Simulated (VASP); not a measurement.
Set up this calculation in VASP 6.6.1, as the native input.

```yaml
Task: relaxation of cell and atoms
Functional: LDA
Potentials_or_basis: VASP PAW LDA potentials, release 64 (Si, C)
Cutoff: 600 eV
k_mesh: 13 × 13 × 13
Occupations: fermi-dirac, width 0.05 eV
Spin: no spin polarisation
Further_INCAR_settings: ALGO = Fast; EDIFF = 1e-07; IBRION = 2; EDIFFG = -0.005; NSW = 60; ISIF = 3
```

The structure of SiC (Moissanite 3C) lies in POSCAR:

```
SiC
1.0
    0.0000000000      2.1790000000      2.1790000000
    2.1790000000      0.0000000000      2.1790000000
    2.1790000000      2.1790000000      0.0000000000
Si C
1 1
Direct
    0.0000000000      0.0000000000      0.0000000000
    0.2500000000      0.2500000000      0.2500000000
```

The input as run:

INCAR

```
PREC = Accurate
ENCUT = 600
EDIFF = 1E-7
ISMEAR = -1
SIGMA = 0.05
LREAL = F
LASPH = T
NELM = 100
ALGO = Fast
ISIF = 3
LWAVE = F
LCHARG = F
IBRION = 2
NSW = 60
EDIFFG = -0.005
```

KPOINTS

```
regular mesh
0
Gamma
  13 13 13
```

Potentials or basis: VASP PAW LDA potentials, release 64 (Si, C).

Command:

```console
$ cat potpaw_LDA.64/Si/POTCAR potpaw_LDA.64/C/POTCAR > POTCAR
$ mpirun -np 1 vasp_std > vasp.out
```

It gave:

* Relaxed volume: 10.15 Å³/atom
* Relaxed cell: a = 3.062 Å, b = 3.062 Å, c = 3.062 Å, α = 60.00°, β = 60.00°, γ = 60.00°
* Space group after relaxing (to 0.05 Å): F-43m (No. 216)
* Energy gained by relaxing: 2.6 meV/atom
* Ionic steps: 3
* Pressure after relaxing: 0.0 GPa
* Band gap on the k mesh: 1.36 eV, indirect (least direct gap 4.56 eV)

Caveat: an odd mesh through Γ misses points on the zone boundary, where band edges often lie.

It took 34 s on 1 thread of AMD EPYC 9R45 (Zen 5) (shared host), peak memory 0.12 GiB.
